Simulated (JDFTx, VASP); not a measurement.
This is a calculation of ZrC for VASP 6.6.1. 

Contents of INCAR:

```
  PREC = Accurate
  ENCUT = 520
  EDIFF = 1E-7
  ISMEAR = -1
  SIGMA = 0.05
  LREAL = F
  LASPH = T
  NELM = 100
  ALGO = Normal
  ISIF = 2
  LWAVE = F
  LCHARG = F
  GGA = PS
  NBANDS = 15
```

Contents of KPOINTS:

```
regular mesh
0
Gamma
  10 10 10
```

File POSCAR:

```
ZrC
1.0
    0.0000000000      2.3650000000      2.3650000000
    2.3650000000      0.0000000000      2.3650000000
    2.3650000000      2.3650000000      0.0000000000
Zr C
1 1
Direct
    0.5000000000      0.5000000000      0.5000000000
    0.0000000000      0.0000000000      0.0000000000
```

Potentials or basis: VASP PAW PBE potentials, release 64 (Zr_sv, C).

The run is started by

```console
$ cat potpaw_PBE.64/Zr_sv/POTCAR potpaw_PBE.64/C/POTCAR > POTCAR
$ mpirun -np 1 vasp_std > vasp.out
```

Q: Translate it to JDFTx 1.7.0 (patched build). Potentials or basis there: PseudoDojo-SR-PBEsol-0.4.1-standard with smoothed tails, cutoff 1116 eV.

A: As run (cutoffs and basis follow the program's own potentials, and thresholds, step limits or extra output files can differ):

The input ZrC.in:

```
lattice \
    0.0000000000     4.4692022847     4.4692022847 \
    4.4692022847     0.0000000000     4.4692022847 \
    4.4692022847     4.4692022847     0.0000000000
coords-type Lattice
ion Zr     0.5000000000     0.5000000000     0.5000000000 1
ion C      0.0000000000     0.0000000000     0.0000000000 1

ion-species pseudo/Zr.upf
ion-species pseudo/C.upf
elec-cutoff 41 328
elec-ex-corr gga-PBEsol
kpoint-folding 10 10 10
elec-smearing Fermi 0.0018374661
elec-n-bands 14
electronic-SCF nIterations 100 energyDiffThreshold 1e-09
electronic-minimize nIterations 30 energyDiffThreshold 1e-7
converge-empty-states yes
forces-output-coords Cartesian

dump-name run.$VAR
dump End Ecomponents EigStats BandEigs Kpoints Forces Stress
```

Potentials or basis: PseudoDojo-SR-PBEsol-0.4.1-standard with smoothed tails.

Launch:

```sh
$ jdftx -c 1 -i ZrC.in -o ZrC.out
```

Both were run:

|  | VASP | JDFTx |
| --- | --- | --- |
| Pressure | -8.2 GPa | -8.3 GPa |

VASP's potentials were made for PBE.

Pressure is positive in compression.
